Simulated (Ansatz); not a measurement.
Runs of Ansatz 0.2.0 on Li2S. Symmetry: Fm-3m, No. 225, cubic system. The conventional cell has a = 5.689 Å, b = 5.689 Å, c = 5.689 Å, α = 90.00°, β = 90.00°, γ = 90.00°. S (site symmetry m-3m) has 8 Li at 2.46 Å as nearest neighbours. Li (site symmetry -43m) is surrounded by 4 S at 2.46 Å. 

```csv
potentials or basis,cutoff (eV),gap on the mesh (eV),pressure (GPa)
JTH PAW,1170,(a),0.5
PseudoDojo stringent (PBE files),1306,3.39,0.3
SPMS NC,707,3.39,0.5
PseudoDojo standard (PBE files),1007,3.39,0.4
Ansatz PAW earlier set,780,3.39,0.4
```

Alike in all rows: task band structure; level PBE; no spin polarisation; cell as given; k mesh 8 × 8 × 8; smearing fermi-dirac 0.05 eV.

Q: Fill in the values left out.

A: (a) 3.38.

A k mesh can miss the band edges.

Not every run made on this cell is shown here.
